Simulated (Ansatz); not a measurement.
**AlN: energy and pressure over a range of volumes**

An exercise on one series of results from a longer session: the logs are not shown, and one member is left open.

Method: DFT PBE, scalar-relativistic, in Ansatz 0.2.0.

## The structure to begin with

It takes space group Fm-3m (No. 225, cubic). The conventional cell has a = 3.956 Å, b = 3.956 Å, c = 3.956 Å, α = 90.00°, β = 90.00°, γ = 90.00°. Al (site symmetry m-3m) has 6 N at 1.98 Å as nearest neighbours. N (site symmetry m-3m) is surrounded by 6 Al at 1.98 Å.

As a file:

```
CELL_PARAMETERS angstrom
0.00000 1.97800 1.97800
1.97800 0.00000 1.97800
1.97800 1.97800 0.00000
ATOMIC_POSITIONS crystal
Al 0.00000 0.00000 0.00000
N 0.50000 0.50000 0.50000
```

The geometry is a database entry used as it stands. It may stem from high pressure or temperature, or be incomplete, so it serves as a test cell.

Atoms are numbered in the order of the input: Al1, N2.

Set-up of the first run:

The input, input.yaml:

```yaml
crystal:
  lattice:
    - [0.0, 1.9444680984, 1.9444680984]
    - [1.9444680984, 0.0, 1.9444680984]
    - [1.9444680984, 1.9444680984, 0.0]
  atoms:
    - { symbol: Al, position: [0.0, 0.0, 0.0] }
    - { symbol: "N", position: [0.5, 0.5, 0.5] }
kpoints:
  mp_grid: { grid: [10, 10, 10] }
scf:
  occupations: { method: fermi_dirac, width: 0.02 }
hamiltonian:
  xc: pbe
  pseudopotentials: { kind: all_electron, lapw: { basis_error: 0.001 } }
output:
  forces: true
  stress: true
  eigenvalues: true
```

Among the steps run: Volume × 0.95, LAPW; Volume × 0.95, PAW; Volume × 0.95, crystal datasets; Volume × 0.975, LAPW; Volume × 0.975, PAW; Volume × 1.025, LAPW; Volume × 1.025, PAW; Volume × 1.05, LAPW; Volume × 1.05, PAW; Volume × 1.05, crystal datasets.

One table of the session follows, with a row left open; its other results are not shown here.

It belongs to the step «The equation of state». 

```
          method  volume (Å³/atom)  pressure (GPa)  gap on the k mesh (eV)
            LAPW             7.352           45.10                    5.08
            LAPW             7.545               ?                       ?
            LAPW             7.739           25.51                    5.19
            LAPW             7.932           17.31                    5.02
            LAPW             8.126           10.00                    4.78
             PAW             7.352           45.19                    5.07
             PAW             7.545           34.81                    5.12
             PAW             7.739           25.56                    5.17
             PAW             7.932           17.33                    5.03
             PAW             8.126            9.99                    4.79
crystal datasets             7.352           45.10                    5.08
crystal datasets             7.739           25.51                    5.19
crystal datasets             8.126           10.00                    4.78
```

Q: Estimate the row for LAPW, 7.545 from the others.

The run gave: pressure (GPa): 34.73; gap on the k mesh (eV): 5.14. In the column «pressure (GPa)» it lies between PAW, 7.739 (25.56) and PAW, 7.545 (34.81).

Caveats from the session: Warnings in the runs' records: crystal datasets made.
